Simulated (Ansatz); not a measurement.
Crystal: Ca.

```
Ca
1.0
     0.00000    2.79420    2.79420
     2.79420    0.00000    2.79420
     2.79420    2.79420    0.00000
Ca
1
Direct
  0.00000 0.00000 0.00000
```

```yaml
Program: Ansatz 0.2.0
Task: relaxation of cell and atoms
Functional: PBE
Dispersion: D3(BJ)
Potentials_or_basis: all-electron LAPW, scalar-relativistic
Basis_error_allowed: 0.001 eV/atom
k_mesh: 8 × 8 × 8
Occupations: fermi-dirac, width 0.05 eV
Spin: no spin polarisation
```

At the start: volume 43.63 Å³/atom.

How do energy, volume and symmetry change on relaxing?

Over 5 steps the energy falls by 15.7 meV/atom and the volume is 40.12 Å³/atom (-8.1 %); space group Fm-3m (No. 225, to 0.05 Å).

The path:
| step | energy change (eV) | largest force (eV/Å) | volume (Å³) |
| --- | --- | --- | --- |
| 1 | 0.0000 | 0.0000 | 43.63 |
| 2 | -0.0102 | 0.0000 | 42.14 |
| 3 | -0.0156 | 0.0000 | 39.91 |
| 4 | -0.0157 | 0.0000 | 40.12 |
| 5 | -0.0157 | 0.0000 | 40.12 |

Final structure:
```yaml
crystal:
  lattice:
    - [0.00000, 2.71707, 2.71707]
    - [2.71707, 0.00000, 2.71707]
    - [2.71707, 2.71707, 0.00000]
  atoms:
    - { symbol: Ca, position: [0.00000, 0.00000, 0.00000] }
```
